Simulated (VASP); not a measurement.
# K (Fm-3m) in VASP: further runs

One crystal, K, is run at these levels: PBE; tasks: single point.

All numbers are computed with VASP 6.6.1; they aren't measurements. Logs are shortened: lines on timing, memory, paths and dates and some standing lists are left out, and cuts for length are marked.

**1. Starting point**

The structure is cubic, space group Fm-3m (No. 225). Conventional cell: a = 6.784 Å, b = 6.784 Å, c = 6.784 Å, α = 90.00°, β = 90.00°, γ = 90.00°.

This isn't the form of K at room conditions, which is bcc.

**2. Single point, PBE**

INCAR

```
SYSTEM = K
ADDGRID = .False. ; ALGO = Normal
EDIFF = 1E-6 ; ENCUT = 450
GGA = PE ; ISIF = 2
ISMEAR = 0 ; LASPH = .True.
LCHARG = .False. ; LREAL = .False.
LWAVE = .False. ; NELM = 100
PREC = Accurate ; SIGMA = 0.2
```

KPOINTS

```
k-points
0
Gamma
  14 14 14
  0 0 0
```

POSCAR

```
K
1.0
    0.0000000000      3.3918728180      3.3918728180
    3.3918728180      0.0000000000      3.3918728180
    3.3918728180      3.3918728180      0.0000000000
K
1
Direct
    0.0000000000      0.0000000000      0.0000000000
```

Potentials or basis: VASP PAW PBE potentials, release 64 (K_sv).

On the command line:

```
> cat potpaw_PBE.64/K_sv/POTCAR > POTCAR
> mpirun -np 1 vasp_std > vasp.out
```

OUTCAR:

```text
SYSTEM = K
   EDIFF = 1E-6
   ENCUT = 450
   GGA = PE
   ISIF = 2
   ISMEAR = 0
   LASPH = .True.
   LREAL = .False.
   NELM = 100
   PREC = Accurate

 Found    104 irreducible k-points:

 Following reciprocal coordinates:
            Coordinates               Weight
  0.000000  0.000000  0.000000      1.000000
  0.071429  0.000000  0.000000      8.000000
  0.142857  0.000000  0.000000      8.000000
  0.214286  0.000000  0.000000      8.000000
  0.285714  0.000000  0.000000      8.000000
  0.357143  0.000000  0.000000      8.000000
   k-points           NKPTS =    104   k-points in BZ     NKDIM =    104   number of bands    NBANDS=      8
   number of dos      NEDOS =    301   number of ions     NIONS =      1
   total plane-waves  NPLWV =  46656
   dimension x,y,z NGX =    36 NGY =   36 NGZ =   36
   dimension x,y,z NGXF=    72 NGYF=   72 NGZF=   72
   ions per type =               1
   NGX,Y,Z   is equivalent  to a cutoff of  12.48, 12.48, 12.48 a.u.
   NGXF,Y,Z  is equivalent  to a cutoff of  24.95, 24.95, 24.95 a.u.
 SYSTEM =  K
   PREC   = accura    normal or accurate (medium, high low for compatibility)
   ISTART =      0    job   : 0-new  1-cont  2-samecut
   ICHARG =      2    charge: 1-file 2-atom 10-const
   ISPIN  =      1    spin polarized calculation?
   LNONCOLLINEAR =      F non collinear calculations
   LSORBIT =      F    spin-orbit coupling
   LASPH  =      T    aspherical Exc in radial PAW
   ENCUT  =  450.0 eV  33.07 Ry    5.75 a.u.   8.30  8.30  8.30*2*pi/ulx,y,z
   NELM   =    100;   NELMIN=  2; NELMDL= -5     # of ELM steps
   EDIFF  = 0.1E-05   stopping-criterion for ELM
   LREAL  =      F    real-space projection
   EDIFFG = 0.1E-04   stopping-criterion for IOM
   NSW    =      0    number of steps for IOM
   IBRION =     -1    ionic relax: 0-MD 1-quasi-New 2-CG
   NFREE  =      0    steps in history (QN), initial steepest desc. (CG)
   ISIF   =      2    stress and relaxation
   ISYM   =      2    0-nonsym 1-usesym 2-fastsym
   POTIM  = 0.5000    time-step for ionic-motion
   TEBEG  =    0.0;   TEEND  =   0.0 temperature during run
   PSTRESS=    0.0 pullay stress
   NELECT =       9.0000    total number of electrons
   NUPDOWN=      -1.0000    fix difference up-down
   EMIN   =  10.00;   EMAX   =-10.00  energy-range for DOS
   EFERMI =   0.00;   METHOD = LEGACY
   ISMEAR =     0;   SIGMA  =   0.20  broadening in eV -4-tet -1-fermi 0-gaus
   EFERMI_NEDOS =   21; number of points for ismear=-14 and -15
   IALGO  =     38    algorithm
   IMIX   =      4    mixing-type and parameters
     AMIX     =   0.40;   BMIX     =  1.00
     AMIX_MAG =   1.60;   BMIX_MAG =  1.00
  volume/ion in A,a.u.               =      78.05       526.68
  Fermi-wavevector in a.u.,A,eV,Ry     =   0.796843  1.505815  8.639139  0.634959
  Thomas-Fermi vector in A             =   1.903445
   LORBIT       =      0    0 simple, 1 ext, 2 COOP (PROOUT), +10 PAW based schemes
   GGA     = PE    functional components
   LHFCALC =     F    Hartree Fock is set to
   AEXX    =    0.0000 exact exchange contribution
   IVDW    =     0    specifies the selected vdW correction
   LEPSILON=     F    determine dielectric tensor
   LRPA    =     F    only Hartree local field effects (RPA)
 non-spin polarized calculation
 Gauss-broadening in eV      SIGMA  =   0.20
  energy-cutoff  :      450.00
  volume of cell :       78.05
 maximum number of plane-waves:      1716
 NGX is ok and might be reduce to    36
   NGX = 17   NGY = 17   NGZ = 17

 number of electron       9.0000002 magnetization

 Free energy of the ion-electron system (eV)
  ---------------------------------------------------
  ext. energy  EPLUGINS =         0.00000000
  ---------------------------------------------------
  free energy    TOTEN  =        -1.05330812 eV

  energy without entropy =       -1.03804344  energy(sigma->0) =       -1.04567578

 E-fermi :  -0.2385     XC(G=0):  -5.5096

 val. band max:       -0.2904348156   @ k =   0.5000   0.3571   0.1429
 cond. band min:      -0.2270454648   @ k =   0.5000   0.2857   0.0714
 fundamental gap:      0.0633893508
 Fermi energy:        -0.2385117305

 k-point     1 :       0.0000    0.0000    0.0000
  band No.  band energies     occupation
      1     -32.4108      2.00000
      2     -15.8643      2.00000
      3     -15.8643      2.00000
      4     -15.8643      2.00000
      5      -2.3198      2.00000
      6       3.9063      0.00000
      7       3.9063      0.00000
      8       3.9063      0.00000

 k-point     2 :       0.0714    0.0000    0.0000
  band No.  band energies     occupation
      1     -32.4107      2.00000
      2     -15.8670      2.00000
      3     -15.8647      2.00000
      4     -15.8647      2.00000
      5      -2.2626      2.00000
      6       3.7340      0.00000
      7       3.9288      0.00000
      8       3.9288      0.00000

 k-point     3 :       0.1429    0.0000    0.0000
  band No.  band energies     occupation
      1     -32.4103      2.00000
      2     -15.8745      2.00000
      3     -15.8657      2.00000
      4     -15.8657      2.00000
      5      -2.0926      2.00000
      6       3.3080      0.00000
      7       3.9759      0.00000
      8       3.9759      0.00000

 k-point     4 :       0.2143    0.0000    0.0000
  band No.  band energies     occupation
      1     -32.4098      2.00000
      2     -15.8852      2.00000
      3     -15.8672      2.00000
      4     -15.8672      2.00000
      5      -1.8145      2.00000
      6       2.7535      0.00000
      7       3.9844      0.00000
      8       3.9844      0.00000

 k-point     5 :       0.2857    0.0000    0.0000
  band No.  band energies     occupation
      1     -32.4091      2.00000
      2     -15.8971      2.00000
      3     -15.8689      2.00000
      4     -15.8689      2.00000
      5      -1.4365      2.00000
      6       2.1345      0.00000
      7       3.9118      0.00000
      8       3.9118      0.00000

 k-point     6 :       0.3571    0.0000    0.0000
  band No.  band energies     occupation
      1     -32.4086      2.00000
      2     -15.9078      2.00000
      3     -15.8704      2.00000
      4     -15.8704      2.00000
      5      -0.9699      2.00000
      6       1.4843      0.00000
      7       3.8071      0.00000
      8       3.8071      0.00000

 [... further k-points ...]
[... 5 lines left out ...]
  --------------------------------------------------------------------------------------
  -------------------------------------------------------------------------------------
  Total       -0.0836959     -0.0836959     -0.0836959      0.0000000      0.0000000     -0.0000000
  in kB       -1.7181698     -1.7181698     -1.7181698      0.0000000      0.0000000     -0.0000000
  external PRESSURE =      -1.7181698 kB  Pullay stress =       0.0000000 kB

 VOLUME and BASIS-vectors are now :
 -----------------------------------------------------------------------------
  energy-cutoff  :      450.00
  volume of cell :       78.05
      direct lattice vectors                 reciprocal lattice vectors
     0.000000000  3.391872818  3.391872818    -0.147411188  0.147411188  0.147411188
     3.391872818  0.000000000  3.391872818     0.147411188 -0.147411188  0.147411188
     3.391872818  3.391872818  0.000000000     0.147411188  0.147411188 -0.147411188

 POSITION                                       TOTAL-FORCE (eV/Angst)
 -----------------------------------------------------------------------------------
      0.00000      0.00000      0.00000         0.000000      0.000000      0.000000
 -----------------------------------------------------------------------------------
    total drift:                               -0.000000      0.000000      0.000000

  FREE ENERGIE OF THE ION-ELECTRON SYSTEM (eV)
  ---------------------------------------------------
  free  energy   TOTEN  =        -1.0533081165 eV

  energy  without entropy=       -1.0380434440  energy(sigma->0) =       -1.04567578
```

Run time: 44 s. Hardware: 1 thread of Intel Xeon Platinum 8488C (Sapphire Rapids), shared host; peak memory 0.22 GiB.

These settings aren't checked as converged: the numbers below hold their error.

Results:

```
Free energy            : -1.0533 eV
Pressure               : -0.2 GPa
Band gap on the k mesh : none (metal or under the smearing width)
```

**3. Single point, PBE**

INCAR: that of step 2 with these lines changed.

```diff
@@ -7,2 +7,2 @@
 LWAVE = .False. ; NELM = 100
-PREC = Accurate ; SIGMA = 0.2
+PREC = Accurate ; SIGMA = 0.05
```

KPOINTS is that of step 2.

POSCAR is that of step 2.

Potentials or basis: VASP PAW PBE potentials, release 64 (K_sv).

On the command line:

```
> cat potpaw_PBE.64/K_sv/POTCAR > POTCAR
> mpirun -np 1 vasp_std > vasp.out
```

It took 53 s on 1 thread of Intel Xeon Platinum 8488C (Sapphire Rapids), shared host; peak memory 0.22 GiB.

These settings aren't checked as converged: the numbers below hold their error.

Results:

```yaml
Free_energy: -1.0463 eV
Pressure: -0.2 GPa
Band_gap_on_the_k_mesh: none (metal or under the smearing width)
```

**4. Single point, PBE**

INCAR: that of step 3 with these lines changed.

```diff
@@ -7,2 +7,2 @@
 LWAVE = .False. ; NELM = 100
-PREC = Accurate ; SIGMA = 0.05
+PREC = Accurate ; SIGMA = 0.02
```

KPOINTS is that of step 3.

POSCAR is that of step 3.

On the command line:

```
> cat potpaw_PBE.64/K_sv/POTCAR > POTCAR
> mpirun -np 1 vasp_std > vasp.out
```

It took 40 s on 1 thread of Intel Xeon Platinum 8488C (Sapphire Rapids), shared host; peak memory 0.22 GiB.

The run converged, but some of its settings lie outside the range that counts as converged, so its numbers aren't taken as properties of the crystal.

What came out:

* Free energy: -1.0460 eV
* Pressure: -0.2 GPa
* Band gap on the k mesh: none (metal or under the smearing width)

**5. Single point, PBE**

INCAR

```
SYSTEM = K
ADDGRID = .False. ; ALGO = Normal
EDIFF = 1E-6 ; ENCUT = 450
GGA = PE ; ISIF = 2
ISMEAR = -5 ; LASPH = .True.
LCHARG = .False. ; LREAL = .False.
LWAVE = .False. ; NELM = 100
PREC = Accurate ; SIGMA = 0.1
```

KPOINTS is that of step 4.

POSCAR is that of step 4.

On the command line:

```
> cat potpaw_PBE.64/K_sv/POTCAR > POTCAR
> mpirun -np 1 vasp_std > vasp.out
```

Run time: 52 s. Hardware: 1 thread of Intel Xeon Platinum 8488C (Sapphire Rapids), shared host; peak memory 0.22 GiB.

The run converged, but some of its settings lie outside the range that counts as converged, so its numbers aren't taken as properties of the crystal.

Results:

```
Free energy            : -1.0451 eV
Pressure               : -0.2 GPa
Band gap on the k mesh : none (metal or under the smearing width)
```

Caveat: tetrahedron occupations give inexact forces and stress in metals.

**6. Single point, PBE**

INCAR: that of step 5 with these lines changed.

```diff
@@ -4,3 +4,3 @@
 GGA = PE ; ISIF = 2
-ISMEAR = -5 ; LASPH = .True.
+ISMEAR = 1 ; LASPH = .True.
 LCHARG = .False. ; LREAL = .False.
```

KPOINTS is that of step 5.

POSCAR is that of step 5.

Potentials or basis: VASP PAW PBE potentials, release 64 (K_sv).

On the command line:

```
> cat potpaw_PBE.64/K_sv/POTCAR > POTCAR
> mpirun -np 1 vasp_std > vasp.out
```

OUTCAR:

```text
SYSTEM = K
   EDIFF = 1E-6
   ENCUT = 450
   GGA = PE
   ISIF = 2
   ISMEAR = 1
   LASPH = .True.
   LREAL = .False.
   NELM = 100
   PREC = Accurate

 Found    104 irreducible k-points:

 Following reciprocal coordinates:
            Coordinates               Weight
  0.000000  0.000000  0.000000      1.000000
  0.071429  0.000000  0.000000      8.000000
  0.142857  0.000000  0.000000      8.000000
  0.214286  0.000000  0.000000      8.000000
  0.285714  0.000000  0.000000      8.000000
  0.357143  0.000000  0.000000      8.000000
   k-points           NKPTS =    104   k-points in BZ     NKDIM =    104   number of bands    NBANDS=      8
   number of dos      NEDOS =    301   number of ions     NIONS =      1
   total plane-waves  NPLWV =  46656
   dimension x,y,z NGX =    36 NGY =   36 NGZ =   36
   dimension x,y,z NGXF=    72 NGYF=   72 NGZF=   72
   ions per type =               1
   NGX,Y,Z   is equivalent  to a cutoff of  12.48, 12.48, 12.48 a.u.
   NGXF,Y,Z  is equivalent  to a cutoff of  24.95, 24.95, 24.95 a.u.
 SYSTEM =  K
   PREC   = accura    normal or accurate (medium, high low for compatibility)
   ISTART =      0    job   : 0-new  1-cont  2-samecut
   ICHARG =      2    charge: 1-file 2-atom 10-const
   ISPIN  =      1    spin polarized calculation?
   LNONCOLLINEAR =      F non collinear calculations
   LSORBIT =      F    spin-orbit coupling
   LASPH  =      T    aspherical Exc in radial PAW
[... 55 lines left out ...]
 cond. band min:      -0.2271047992   @ k =   0.5000   0.2857   0.0714
 fundamental gap:      0.0633878376
 Fermi energy:        -0.2446201666

 k-point     1 :       0.0000    0.0000    0.0000
  band No.  band energies     occupation
      1     -32.4111      2.00000
      2     -15.8646      2.00000
      3     -15.8646      2.00000
      4     -15.8646      2.00000
      5      -2.3199      2.00000
      6       3.9062      0.00000
      7       3.9062      0.00000
      8       3.9062      0.00000
[... 45 lines left out ...]
 k-point     6 :       0.3571    0.0000    0.0000
  band No.  band energies     occupation
      1     -32.4089      2.00000
      2     -15.9080      2.00000
      3     -15.8707      2.00000
      4     -15.8707      2.00000
      5      -0.9700      2.00000
      6       1.4842     -0.00000
      7       3.8070      0.00000
      8       3.8070      0.00000

 [... further k-points ...]
[... 5 lines left out ...]
  --------------------------------------------------------------------------------------
  -------------------------------------------------------------------------------------
  Total       -0.0869854     -0.0869854     -0.0869854     -0.0000000     -0.0000000      0.0000000
  in kB       -1.7856996     -1.7856996     -1.7856996     -0.0000000     -0.0000000      0.0000000
  external PRESSURE =      -1.7856996 kB  Pullay stress =       0.0000000 kB

 VOLUME and BASIS-vectors are now :
 -----------------------------------------------------------------------------
  energy-cutoff  :      450.00
  volume of cell :       78.05
      direct lattice vectors                 reciprocal lattice vectors
     0.000000000  3.391872818  3.391872818    -0.147411188  0.147411188  0.147411188
     3.391872818  0.000000000  3.391872818     0.147411188 -0.147411188  0.147411188
     3.391872818  3.391872818  0.000000000     0.147411188  0.147411188 -0.147411188

 POSITION                                       TOTAL-FORCE (eV/Angst)
 -----------------------------------------------------------------------------------
      0.00000      0.00000      0.00000         0.000000      0.000000     -0.000000
 -----------------------------------------------------------------------------------
    total drift:                               -0.000000      0.000000      0.000000

  FREE ENERGIE OF THE ION-ELECTRON SYSTEM (eV)
  ---------------------------------------------------
  free  energy   TOTEN  =        -1.0459212363 eV

  energy  without entropy=       -1.0455215649  energy(sigma->0) =       -1.04578801
```

Run time: 55 s. Hardware: 1 thread of Intel Xeon Platinum 8488C (Sapphire Rapids), shared host; peak memory 0.22 GiB.

These settings aren't checked as converged: the numbers below hold their error.

What came out:

```
Free energy            : -1.0459 eV
Pressure               : -0.2 GPa
Band gap on the k mesh : none (metal or under the smearing width)
```

**7. For comparison**

An earlier run on the cell as given: functional PBE; potentials or basis VASP PAW PBE potentials, release 64 (K_sv); cutoff 520 eV; k mesh 7 × 7 × 7; occupations fermi-dirac, width 0.05 eV; no spin polarisation.

- Pressure: -0.2 GPa
- Band gap on the k mesh: none (metal or under the smearing width)
